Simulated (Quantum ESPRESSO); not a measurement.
## Ge under changes of volume

One of the cells (18.524 Å³/atom); the others are scaled copies at fixed shape and fractional positions:

```xyz
2
Lattice="-2.5745 2.5745 1.3974 2.5745 -2.5745 1.3974 2.5745 2.5745 -1.3974" Properties=species:S:1:pos:R:3 pbc="T T T"
Ge    0.0000    0.0000    1.3974
Ge    2.5745    0.0000    0.6987
```

This isn't the form of Ge at room conditions, which is diamond.

| Property | Result |
| --- | --- |
| Program | Quantum ESPRESSO 7.5 |
| Functional | LDA |
| Potentials or basis | PseudoDojo 0.4.1 SR LDA standard |
| Cutoff | 1061 eV |
| Density cutoff | 4245 eV |
| k mesh | 11 × 11 × 11 |
| Occupations | fermi-dirac, width 0.05 eV |
| Spin | no spin polarisation |

```tsv
volume (Å³/atom)	energy over the lowest point (meV/atom)	pressure (GPa)
17.413	3.68	2.5
17.783	0.00	0.6
18.154	0.39	-1.0
18.524	?	?
18.895	11.83	-3.9
19.265	22.19	-5.1
19.636	35.24	-6.2
```

Question: What does the run at 18.524 Å³/atom give?

Answer: Energy over the lowest point 4.45 meV/atom; pressure -2.5 GPa.

Worked out: A Birch-Murnaghan fit of order 3 (a polynomial in V^(-2/3)) to the other rows has its minimum at 17.93 Å³/atom with B0 = V·E''(V) = 82 GPa and B' = 4.1 at fixed shape and positions, which overstates the stiffness. It gives 4.45 meV/atom at 18.524 Å³/atom, against the run's 4.45, and -dE/dV = -2.5 GPa, against -2.5.

Energies are extrapolated to zero smearing.
